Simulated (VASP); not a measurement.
# Sb (Pm-3m) in VASP: further runs

Aim: see how the results for Sb move with the level of theory and the settings. Levels: PBEsol, RPBE. Tasks: relaxation of cell and atoms, single point.

Program: VASP 6.6.1. These are calculated values, not measurements. Logs are shortened: lines on timing, memory, paths and dates and some standing lists are left out, and cuts for length are marked.

## 1. The structure

Symmetry: Pm-3m, No. 221, cubic system. Conventional cell: a = 3.083 Å, b = 3.083 Å, c = 3.083 Å, α = 90.00°, β = 90.00°, γ = 90.00°. Around Sb (site symmetry m-3m) lie 6 Sb at 3.08 Å.

This isn't the form of Sb at room conditions, which is rhombohedral.

## 2. Relaxation of cell and atoms, PBEsol

INCAR

```
ALGO = Normal ; EDIFF = 1E-7
EDIFFG = -0.005 ; ENCUT = 600
GGA = PS ; IBRION = 2
ISIF = 3 ; ISMEAR = 0
LASPH = T ; LCHARG = F
LREAL = F ; LWAVE = F
NELM = 60 ; NSW = 90
PREC = Accurate ; SIGMA = 0.1
```

KPOINTS

```
k-points
0
Gamma
  6 6 6
```

POSCAR

```
Sb
1.0
    3.0833436100      0.0000000000      0.0000000000
    0.0000000000      3.0833436100      0.0000000000
    0.0000000000      0.0000000000      3.0833436100
Sb
1
Direct
    0.0000000000      0.0000000000      0.0000000000
```

Potentials or basis: VASP PAW PBE potentials, release 64 (Sb).

Launch:

```sh
$ cat potpaw_PBE.64/Sb/POTCAR > POTCAR
$ mpirun -np 1 vasp_std > vasp.out
```

OUTCAR:

```text
EDIFF = 1E-7
   EDIFFG = -0.005
   ENCUT = 600
   GGA = PS
   IBRION = 2
   ISIF = 3
   ISMEAR = 0
   LASPH = T
   LREAL = F
   NELM = 60
   NSW = 90
   PREC = Accurate

 ion  position               nearest neighbor table
   1  0.000  0.000  0.000-

  LATTYP: Found a simple cubic cell.
 ALAT       =     3.0833436100

  Lattice vectors:

 A1 = (   3.0833436100,   0.0000000000,   0.0000000000)
 A2 = (   0.0000000000,   3.0833436100,   0.0000000000)
 A3 = (   0.0000000000,   0.0000000000,   3.0833436100)

Analysis of symmetry for initial positions (statically):
=====================================================================
 Subroutine PRICEL returns:
 Original cell was already a primitive cell.

 Routine SETGRP: Setting up the symmetry group for a
 simple cubic supercell.

 Subroutine GETGRP returns: Found 48 space group operations
 (whereof 48 operations were pure point group operations)
 out of a pool of 48 trial point group operations.

The static configuration has the point symmetry O_h .

Analysis of symmetry for dynamics (positions and initial velocities):
=====================================================================
 Subroutine PRICEL returns:
 Original cell was already a primitive cell.

 Routine SETGRP: Setting up the symmetry group for a
 simple cubic supercell.

 Subroutine GETGRP returns: Found 48 space group operations
 (whereof 48 operations were pure point group operations)
 out of a pool of 48 trial point group operations.

The dynamic configuration has the point symmetry O_h .

 Subroutine INISYM returns: Found 48 space group operations
 (whereof 48 operations are pure point group operations),
 and found     1 'primitive' translations

----------------------------------------------------------------------------------------

                                     Primitive cell

  volume of cell :      29.3134

  direct lattice vectors                    reciprocal lattice vectors
     3.083343610  0.000000000  0.000000000     0.324323243  0.000000000  0.000000000
     0.000000000  3.083343610  0.000000000     0.000000000  0.324323243  0.000000000
     0.000000000  0.000000000  3.083343610     0.000000000  0.000000000  0.324323243

  length of vectors
     3.083343610  3.083343610  3.083343610     0.324323243  0.324323243  0.324323243

  position of ions in fractional coordinates (direct lattice)
     0.000000000  0.000000000  0.000000000

  ion indices of the primitive-cell ions
   primitive index   ion index
                 1           1

----------------------------------------------------------------------------------------

 KPOINTS: k-points

Automatic generation of k-mesh.
 Grid dimensions read from file:
 generate k-points for:    6    6    6

 Generating k-lattice:

  Cartesian coordinates                     Fractional coordinates (reciprocal lattice)
     0.054053874  0.000000000  0.000000000     0.166666667  0.000000000  0.000000000
     0.000000000  0.054053874  0.000000000     0.000000000  0.166666667  0.000000000
     0.000000000  0.000000000  0.054053874     0.000000000  0.000000000  0.166666667

  Length of vectors
     0.054053874  0.054053874  0.054053874

  Shift w.r.t. Gamma in fractional coordinates (k-lattice)
     0.000000000  0.000000000  0.000000000

 Subroutine IBZKPT returns following result:
 ===========================================

 Found     20 irreducible k-points:

 Following reciprocal coordinates:
            Coordinates               Weight
  0.000000  0.000000  0.000000      1.000000
  0.166667  0.000000  0.000000      6.000000
  0.333333  0.000000  0.000000      6.000000
  0.500000  0.000000  0.000000      3.000000
  0.166667  0.166667  0.000000     12.000000
  0.333333  0.166667  0.000000     24.000000
[... 12 lines left out ...]
  0.500000  0.500000  0.333333      6.000000
  0.500000  0.500000  0.500000      1.000000
   k-points           NKPTS =     20   k-points in BZ     NKDIM =     20   number of bands    NBANDS=      6
   number of dos      NEDOS =    301   number of ions     NIONS =      1
   total plane-waves  NPLWV =  21952
   dimension x,y,z NGX =    28 NGY =   28 NGZ =   28
   dimension x,y,z NGXF=    56 NGYF=   56 NGZF=   56
   ions per type =               1
   NGX,Y,Z   is equivalent  to a cutoff of  15.10, 15.10, 15.10 a.u.
   NGXF,Y,Z  is equivalent  to a cutoff of  30.19, 30.19, 30.19 a.u.
 SYSTEM =  unknown system
   PREC   = accura    normal or accurate (medium, high low for compatibility)
   ISTART =      0    job   : 0-new  1-cont  2-samecut
   ICHARG =      2    charge: 1-file 2-atom 10-const
   ISPIN  =      1    spin polarized calculation?
   LNONCOLLINEAR =      F non collinear calculations
   LSORBIT =      F    spin-orbit coupling
   LASPH  =      T    aspherical Exc in radial PAW
   ENCUT  =  600.0 eV  44.10 Ry    6.64 a.u.   6.16  6.16  6.16*2*pi/ulx,y,z
   NELM   =     60;   NELMIN=  2; NELMDL= -5     # of ELM steps
   EDIFF  = 0.1E-06   stopping-criterion for ELM
   LREAL  =      F    real-space projection
   EDIFFG = -.5E-02   stopping-criterion for IOM
   NSW    =     90    number of steps for IOM
   IBRION =      2    ionic relax: 0-MD 1-quasi-New 2-CG
   NFREE  =      1    steps in history (QN), initial steepest desc. (CG)
   ISIF   =      3    stress and relaxation
   ISYM   =      2    0-nonsym 1-usesym 2-fastsym
   POTIM  = 0.5000    time-step for ionic-motion
   TEBEG  =    0.0;   TEEND  =   0.0 temperature during run
   PSTRESS=    0.0 pullay stress
   NELECT =       5.0000    total number of electrons
   NUPDOWN=      -1.0000    fix difference up-down
   EMIN   =  10.00;   EMAX   =-10.00  energy-range for DOS
   EFERMI =   0.00;   METHOD = LEGACY
   ISMEAR =     0;   SIGMA  =   0.10  broadening in eV -4-tet -1-fermi 0-gaus
   EFERMI_NEDOS =   21; number of points for ismear=-14 and -15
   IALGO  =     38    algorithm
   IMIX   =      4    mixing-type and parameters
     AMIX     =   0.40;   BMIX     =  1.00
     AMIX_MAG =   1.60;   BMIX_MAG =  1.00
  volume/ion in A,a.u.               =      29.31       197.82
  Fermi-wavevector in a.u.,A,eV,Ry     =   0.907910  1.715702 11.215296  0.824301
  Thomas-Fermi vector in A             =   2.031774
   LORBIT       =      0    0 simple, 1 ext, 2 COOP (PROOUT), +10 PAW based schemes
   GGA     = PS    functional components
   LHFCALC =     F    Hartree Fock is set to
   AEXX    =    0.0000 exact exchange contribution
   IVDW    =     0    specifies the selected vdW correction
   LEPSILON=     F    determine dielectric tensor
   LRPA    =     F    only Hartree local field effects (RPA)
 conjugate gradient relaxation of ions
 non-spin polarized calculation
 Gauss-broadening in eV      SIGMA  =   0.10
  energy-cutoff  :      600.00
  volume of cell :       29.31
 maximum number of plane-waves:      1000
 NGX is ok and might be reduce to    28
   NGX = 13   NGY = 13   NGZ = 13

--------------------------------------- Ionic step        1  -------------------------------------------

 number of electron       4.9999999 magnetization

 Free energy of the ion-electron system (eV)
  ---------------------------------------------------
  ext. energy  EPLUGINS =         0.00000000
  ---------------------------------------------------
  free energy    TOTEN  =        -4.55536774 eV

  energy without entropy =       -4.54975132  energy(sigma->0) =       -4.55255953

------------------------ aborting loop because EDIFF is reached ----------------------------------------

  FORCE on cell =-STRESS in cart. coord.  units (eV):
  Direction    XX          YY          ZZ          XY          YZ          ZX
  --------------------------------------------------------------------------------------
  -------------------------------------------------------------------------------------
  Total       -0.1517773     -0.1517773     -0.1517773     -0.0000000     -0.0000000     -0.0000000
  in kB       -8.2956713     -8.2956713     -8.2956713     -0.0000000     -0.0000000     -0.0000000
  external PRESSURE =      -8.2956713 kB  Pullay stress =       0.0000000 kB

 VOLUME and BASIS-vectors are now :
 -----------------------------------------------------------------------------
  energy-cutoff  :      600.00
  volume of cell :       29.31
      direct lattice vectors                 reciprocal lattice vectors
     3.083343610  0.000000000  0.000000000     0.324323243  0.000000000  0.000000000
     0.000000000  3.083343610  0.000000000     0.000000000  0.324323243  0.000000000
     0.000000000  0.000000000  3.083343610     0.000000000  0.000000000  0.324323243

 POSITION                                       TOTAL-FORCE (eV/Angst)
 -----------------------------------------------------------------------------------
      0.00000      0.00000      0.00000         0.000000      0.000000      0.000000
 -----------------------------------------------------------------------------------
    total drift:                                0.000000      0.000000      0.000000

  FREE ENERGIE OF THE ION-ELECTRON SYSTEM (eV)
  ---------------------------------------------------
  free  energy   TOTEN  =        -4.5553677442 eV

  energy  without entropy=       -4.5497513180  energy(sigma->0) =       -4.55255953
[... 15 lines left out ...]
 VOLUME and BASIS-vectors are now :
 -----------------------------------------------------------------------------
  energy-cutoff  :      600.00
  volume of cell :       28.67
      direct lattice vectors                 reciprocal lattice vectors
     3.060766942 -0.000000000 -0.000000000     0.326715499  0.000000000  0.000000000
    -0.000000000  3.060766942  0.000000000     0.000000000  0.326715499  0.000000000
    -0.000000000 -0.000000000  3.060766942     0.000000000  0.000000000  0.326715499

 POSITION                                       TOTAL-FORCE (eV/Angst)
 -----------------------------------------------------------------------------------
      0.00000      0.00000      0.00000        -0.000000     -0.000000      0.000000
 -----------------------------------------------------------------------------------
    total drift:                                0.000000      0.000000      0.000000

  FREE ENERGIE OF THE ION-ELECTRON SYSTEM (eV)
  ---------------------------------------------------
  free  energy   TOTEN  =        -4.5566764170 eV

  energy  without entropy=       -4.5529953751  energy(sigma->0) =       -4.55483590

--------------------------------------- Ionic step        3  -------------------------------------------

 number of electron       5.0000000 magnetization

 Free energy of the ion-electron system (eV)
  ---------------------------------------------------
  ext. energy  EPLUGINS =         0.00000000
  ---------------------------------------------------
  free energy    TOTEN  =        -4.55675701 eV

  energy without entropy =       -4.55265771  energy(sigma->0) =       -4.55470736

 E-fermi :   7.7160     XC(G=0):  -9.8991

 val. band max:        7.6507617575   @ k =   0.1667   0.1667   0.0000
 cond. band min:       7.7811480542   @ k =   0.5000   0.3333   0.3333
 fundamental gap:      0.1303862967
 Fermi energy:         7.7159527737

 k-point     1 :       0.0000    0.0000    0.0000
  band No.  band energies     occupation
      1      -5.2342      2.00000
      2      10.7939      0.00000
      3      10.7939      0.00000
      4      10.7939      0.00000
      5      14.4296      0.00000
      6      14.4296      0.00000

 k-point     2 :       0.1667    0.0000    0.0000
  band No.  band energies     occupation
      1      -4.8196      2.00000
      2       7.4200      1.99997
      3      11.2005      0.00000
      4      11.2005      0.00000
      5      14.7545      0.00000
      6      15.5883      0.00000

 k-point     3 :       0.3333    0.0000    0.0000
  band No.  band energies     occupation
      1      -3.6705      2.00000
      2       3.5448      2.00000
      3      12.2190      0.00000
      4      12.2190      0.00000
      5      15.6868      0.00000
      6      16.6923      0.00000

 k-point     4 :       0.5000    0.0000    0.0000
  band No.  band energies     occupation
      1      -2.6768      2.00000
      2       1.5971      2.00000
      3      12.9249      0.00000
      4      12.9249      0.00000
      5      16.6097      0.00000
      6      18.0585      0.00000
[... 155 lines left out ...]
 VOLUME and BASIS-vectors are now :
 -----------------------------------------------------------------------------
  energy-cutoff  :      600.00
  volume of cell :       28.79
      direct lattice vectors                 reciprocal lattice vectors
     3.065052165 -0.000000000 -0.000000000     0.326258721  0.000000000  0.000000000
    -0.000000000  3.065052165  0.000000000     0.000000000  0.326258721  0.000000000
    -0.000000000 -0.000000000  3.065052165     0.000000000  0.000000000  0.326258721

 POSITION                                       TOTAL-FORCE (eV/Angst)
 -----------------------------------------------------------------------------------
      0.00000      0.00000      0.00000        -0.000000     -0.000000      0.000000
 -----------------------------------------------------------------------------------
    total drift:                                0.000000      0.000000      0.000000

  FREE ENERGIE OF THE ION-ELECTRON SYSTEM (eV)
  ---------------------------------------------------
  free  energy   TOTEN  =        -4.5567570105 eV

  energy  without entropy=       -4.5526577053  energy(sigma->0) =       -4.55470736

 reached required accuracy - stopping structural energy minimisation
```

Wall time 8.8 s (1 thread of Intel Xeon Platinum 8488C (Sapphire Rapids), shared host); peak memory 0.16 GiB.

Results:

| Quantity | Value |
| --- | --- |
| Free energy | -4.5568 eV |
| Relaxed volume | 28.79 Å³/atom |
| Relaxed cell | a = 3.065 Å, b = 3.065 Å, c = 3.065 Å, α = 90.00°, β = 90.00°, γ = 90.00° |
| Space group after relaxing (to 0.05 Å) | Pm-3m (No. 221) |
| Energy gained by relaxing | 1.4 meV/atom |
| Ionic steps | 3 |
| Pressure after relaxing | 0.0 GPa |
| Band gap on the k mesh | none (metal or under the smearing width) |

The path:
```tsv
step	energy change (eV)	largest force (eV/Å)	pressure (GPa)	volume (Å³)
1	0.0000	0.0000	-0.83	29.31
2	-0.0013	0.0000	0.22	28.67
3	-0.0014	0.0000	0.00	28.79
```

Final structure:
```yaml
crystal:
  lattice:
    - [3.06505, 0.00000, 0.00000]
    - [0.00000, 3.06505, 0.00000]
    - [0.00000, 0.00000, 3.06505]
  atoms:
    - { symbol: Sb, position: [0.00000, 0.00000, 0.00000] }
```

Caveat: the PAW data sets were made with another functional, which shifts forces and pressure a little. The run has no spin-orbit coupling, so splittings on Sb are missing.

## 3. Single point, PBEsol

INCAR

```
SYSTEM = Sb
PREC     = Accurate       ! precision mode
ENCUT    = 520            ! plane-wave cutoff, eV
EDIFF    = 1E-7           ! SCF threshold, eV
ISMEAR   = 0              ! smearing method
SIGMA    = 0.1            ! smearing width, eV
LREAL    = .False.        ! projectors in reciprocal space
LASPH    = .True.         ! aspherical terms in the spheres
NELM     = 60             ! most SCF steps
ALGO     = Normal         ! electronic algorithm
ISIF     = 2              ! what is computed and relaxed
LWAVE    = .False.        ! write WAVECAR
LCHARG   = .False.        ! write CHGCAR
GGA      = PS             ! functional
```

KPOINTS

```
regular mesh
0
Gamma
  14 14 14
  0 0 0
```

POSCAR is that of step 2.

Potentials or basis: VASP PAW PBE potentials, release 64 (Sb).

Launch:

```sh
$ cat potpaw_PBE.64/Sb/POTCAR > POTCAR
$ mpirun -np 1 vasp_std > vasp.out
```

Wall time 6.6 s (1 thread of Intel Xeon Platinum 8488C (Sapphire Rapids), shared host); peak memory 0.14 GiB.

The run converged. Its results:

- Free energy: -4.5353 eV
- Pressure: -1.1 GPa
- Band gap on the k mesh: none (metal or under the smearing width)

Levels at points of the mesh, in eV from the Fermi level:
```tsv
k point	band 1	band 2	band 3	band 4	band 5	band 6
(0.00, 0.00, 0.00)	-12.47	3.37	3.37	3.37	7.03	7.03
(0.50, 0.00, 0.00)	-9.98	-5.66	5.44	5.44	9.18	10.63
(0.50, 0.50, 0.00)	-7.34	-3.55	-3.55	2.12	7.55	13.10
(0.50, 0.50, 0.50)	-4.38	-1.58	-1.58	-1.58	4.85	4.85
```

Caveat: the PAW data sets were made with another functional, which shifts forces and pressure a little. The run has no spin-orbit coupling, so splittings on Sb are missing.

## 4. Relaxation of cell and atoms, PBEsol

INCAR

```
ALGO = Normal ; EDIFF = 1E-7
EDIFFG = -0.005 ; ENCUT = 580
GGA = PS ; IBRION = 2
ISIF = 3 ; ISMEAR = 0
LASPH = T ; LCHARG = F
LREAL = F ; LWAVE = F
NELM = 60 ; NSW = 90
PREC = Accurate ; SIGMA = 0.1
```

KPOINTS

```
k-points
0
Gamma
  14 14 14
```

POSCAR is that of step 3.

Launch:

```sh
$ cat potpaw_PBE.64/Sb/POTCAR > POTCAR
$ mpirun -np 1 vasp_std > vasp.out
```

Wall time 15 s (1 thread of Intel Xeon Platinum 8488C (Sapphire Rapids), shared host); peak memory 0.15 GiB.

Results (log left out):

```
Free energy                            : -4.5373 eV
Relaxed volume                         : 28.75 Å³/atom
Relaxed cell                           : a = 3.063 Å, b = 3.063 Å, c = 3.063 Å, α = 90.00°, β = 90.00°, γ = 90.00°
Space group after relaxing (to 0.05 Å) : Pm-3m (No. 221)
Energy gained by relaxing              : 2.1 meV/atom
Ionic steps                            : 3
Pressure after relaxing                : 0.0 GPa
Band gap on the k mesh                 : none (metal or under the smearing width)
```

The path:
```
step  energy change (eV)  largest force (eV/Å)  pressure (GPa)  volume (Å³)
   1              0.0000                0.0000           -1.15        29.31
   2             -0.0014                0.0000            0.70        28.43
   3             -0.0021                0.0000            0.00        28.75
```

Final structure:
```
Sb
1.0
     3.06335    0.00000    0.00000
     0.00000    3.06335    0.00000
     0.00000    0.00000    3.06335
Sb
1
Direct
  0.00000 0.00000 0.00000
```

Levels at points of the mesh, in eV from the Fermi level:
| k point | band 1 | band 2 | band 3 | band 4 | band 5 | band 6 |
| --- | --- | --- | --- | --- | --- | --- |
| (0.00, 0.00, 0.00) | -12.63 | 3.41 | 3.41 | 3.41 | 7.05 | 7.05 |
| (0.50, 0.00, 0.00) | -10.07 | -5.80 | 5.55 | 5.55 | 9.23 | 10.68 |
| (0.50, 0.50, 0.00) | -7.34 | -3.65 | -3.65 | 2.04 | 7.74 | 13.26 |
| (0.50, 0.50, 0.50) | -4.27 | -1.62 | -1.62 | -1.62 | 4.82 | 4.82 |

Caveat: the PAW data sets were made with another functional, which shifts forces and pressure a little. Spin-orbit coupling is left out, which matters for the levels of Sb.

(Continued in part 2 of 2.)
